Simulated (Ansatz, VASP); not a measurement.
**One calculation of BN, two programs**

```xyz
2
Lattice="0.0000 1.7563 1.7563 1.7563 0.0000 1.7563 1.7563 1.7563 0.0000" Properties=species:S:1:pos:R:3 pbc="T T T"
B     0.0000    0.0000    0.0000
N     2.6344    2.6344    2.6344
```

Alike in both runs: task single point; functional PBE; k mesh 12 × 12 × 12; occupations gaussian, width 0.02 eV; no spin polarisation.

|  | VASP | Ansatz |
| --- | --- | --- |
| version | VASP 6.6.1 | Ansatz 0.2.0 |
| potentials or method | VASP PAW PBE potentials, release 64 (B, N) | scalar-relativistic, plane waves, PAW |
| plane-wave cutoff (eV) | 520 | 420 |
| valence electrons in the cell | 8 | 8 |

```tsv
	VASP	Ansatz	Ansatz less VASP
gap on the k mesh at the Fermi level (eV)	4.55	4.56	+0.012
least direct gap on the mesh (eV)	9.23	9.24	+0.011
```

With one functional, cell and mesh, what is left measures potentials, basis and numerics.

 A k mesh can miss the band edges.
